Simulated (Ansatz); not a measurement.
CdSe with an Se vacancy, one structure, two calculations

Cell: a supercell of CdSe (wurtzite type, P6_3mc) built from an entry of the Crystallography Open Database (COD), with the ions relaxed around the defect (PBE).

```cif
data_Cd16Se15
_symmetry_space_group_name_H-M 'P3m1'
_symmetry_Int_Tables_number 156
_cell_length_a 8.6000
_cell_length_b 8.6000
_cell_length_c 14.0400
_cell_angle_alpha 90.000
_cell_angle_beta 90.000
_cell_angle_gamma 120.000
loop_
_atom_site_label
_atom_site_type_symbol
_atom_site_symmetry_multiplicity
_atom_site_Wyckoff_symbol
_atom_site_fract_x
_atom_site_fract_y
_atom_site_fract_z
Cd1 Cd 1 a 0.0000 0.0000 0.9630
Cd2 Cd 1 a 0.0000 0.0000 0.5081
Cd3 Cd 3 d 0.9895 0.4947 0.9969
Cd4 Cd 3 d 0.0062 0.5031 0.5055
Cd9 Cd 3 d 0.1940 0.8060 0.2592
Cd10 Cd 3 d 0.1677 0.8323 0.7534
Cd15 Cd 1 c 0.6667 0.3333 0.2725
Cd16 Cd 1 c 0.6667 0.3333 0.7406
Se17 Se 1 a 0.0000 0.0000 0.6942
Se18 Se 3 d 0.9843 0.4922 0.1861
Se19 Se 3 d 0.0042 0.5021 0.6912
Se24 Se 3 d 0.1647 0.8353 0.4391
Se25 Se 3 d 0.1702 0.8298 0.9436
Se30 Se 1 c 0.6667 0.3333 0.4538
Se31 Se 1 c 0.6667 0.3333 0.9304
```

One atom of each set is listed.

First run. Computed with Ansatz: DFT, PBE, plane waves and PAW, scalar-relativistic, 420 eV cutoff, Γ-centred 3×3×2 k-points, Fermi–Dirac smearing 0.01 eV, cell charge +2.

```
site  V_zz (10²¹ V/m²)     η
 Cd1              24.4  0.00
 Cd2             -3.04  0.00
 Cd3              3.77  0.84
 Cd4             -1.60  0.10
 Cd9              24.6  0.02
Cd10              2.11  0.43
Cd15             -7.68  0.00
Cd16              4.50  0.00
Se17              4.35  0.00
Se18             -6.85  0.52
Se19              1.12  0.24
Se24              7.46  0.41
Se25              4.69  0.48
Se31             -1.50  0.00
```

Second run. The same atoms and settings, except that the functional is r2SCAN and the cutoff is 500 eV.

Q: What does the second run give?

A: 

```tsv
site	V_zz	η	change of V_zz
Cd1	25.9	0.00	+1.49
Cd2	-3.29	0.00	-0.25
Cd3	4.11	0.84	+0.34
Cd4	-1.78	0.13	-0.18
Cd9	25.9	0.03	+1.29
Cd10	2.33	0.41	+0.22
Cd15	-8.32	0.00	-0.64
Cd16	4.80	0.00	+0.30
Se17	4.20	0.00	-0.15
Se18	-7.15	0.39	-0.30
Se19	1.16	0.06	+0.04
Se24	7.42	0.42	-0.04
Se25	4.62	0.36	-0.07
Se31	-1.57	0.00	-0.07
```

The largest change of V_zz is on Cd1, from 24.4 to 25.9. In per cent, |V_zz| changes by +5 to +11 on Cd, -3 to +5 on Se (all sites that start above 0.5). Where |V_zz| stays above 0.1, η moves most on Se19, from 0.24 to 0.06. The table leaves out 1 of the 15 sites, with |V_zz| up to 3.61; their tensors move by 0.11 at most along any direction. The statements above cover all sites.

The defect repeats with the cell of 31 atoms, so it feels its images: sites between two images don't show the values beside a lone defect, and zeros or small values of η there can come from the images' arrangement. Cd and Se carry a gradient in the pure host already, so the values there aren't the defect's effect alone. A uniform background compensates the cell's charge. Without spin–orbit coupling (the program notes it for Cd) the gradients can shift by some per cent, and by up to a factor of two as the program warns, since there is only a small gap.
